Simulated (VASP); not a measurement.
A run of VASP 6.6.1 is set up as follows.

POSCAR

```
GaSb
1.0
    0.0000000000      3.0590005565      3.0590005565
    3.0590005565      0.0000000000      3.0590005565
    3.0590005565      3.0590005565      0.0000000000
Ga Sb
1 1
Direct
    0.0000000000      0.0000000000      0.0000000000
    0.7500000000      0.7500000000      0.7500000000
```

Contents of INCAR.step1:

```
PREC     = Accurate       # precision mode
ENCUT    = 520            # plane-wave cutoff, eV
ISMEAR   = 0              # smearing method
SIGMA    = 0.05           # smearing width, eV
LREAL    = False          # projectors in reciprocal space
LASPH    = True           # aspherical terms in the spheres
NELM     = 100            # most SCF steps
NBANDS   = 16             # bands
GGA      = PE             # functional
ALGO     = Normal         # electronic algorithm
EDIFF    = 1E-4           # SCF threshold, eV
LWAVE    = True           # write WAVECAR
LCHARG   = False          # write CHGCAR
```

Contents of INCAR.step2:

```
PREC     = Accurate       # precision mode
ENCUT    = 520            # plane-wave cutoff, eV
EDIFF    = 1E-6           # SCF threshold, eV
ISMEAR   = 0              # smearing method
SIGMA    = 0.05           # smearing width, eV
LREAL    = False          # projectors in reciprocal space
LASPH    = True           # aspherical terms in the spheres
NELM     = 100            # most SCF steps
ALGO     = Normal         # electronic algorithm
ISIF     = 2              # what is computed and relaxed
LWAVE    = False          # write WAVECAR
LCHARG   = False          # write CHGCAR
METAGGA  = R2SCAN         # meta-GGA
LMIXTAU  = True         
NBANDS   = 16             # bands
ISTART   = 1
```

File KPOINTS:

```
regular mesh
0
Gamma
  6 6 6
```

Potentials or basis: VASP PAW PBE potentials, release 64 (Ga_d, Sb).

Launch:

```bash
$ cat potpaw_PBE.64/Ga_d/POTCAR potpaw_PBE.64/Sb/POTCAR > POTCAR
$ cp INCAR.step1 INCAR
$ mpirun -np 1 vasp_std > vasp.out
$ cp INCAR.step2 INCAR
$ mpirun -np 1 vasp_std > vasp.out
```

(1) What does it give for the pressure?

(2) Estimate the band gap on the k mesh.

Results:

(1) 0.5 GPa.

(2) 0.45 eV, direct.

Caveat: the PAW data sets were made with another functional, which shifts forces and pressure a little; spin-orbit coupling is left out, which moves the levels of the heavy elements.

**Measured values to compare with.**

From a printed reference work, data compilation, for a bulk crystal of GaSb at 4.2 K: band gap 0.811 eV (direct).

Against the measured gap of GaSb, 0.811 eV (direct; 4.2 K; a printed reference work, data compilation), the calculated 0.45 eV is off by -0.36 eV. Spin-orbit coupling on Ga, Sb is left out. The value is that of r2SCAN on a finite k mesh, which can miss the band edges, without temperature or zero-point motion.
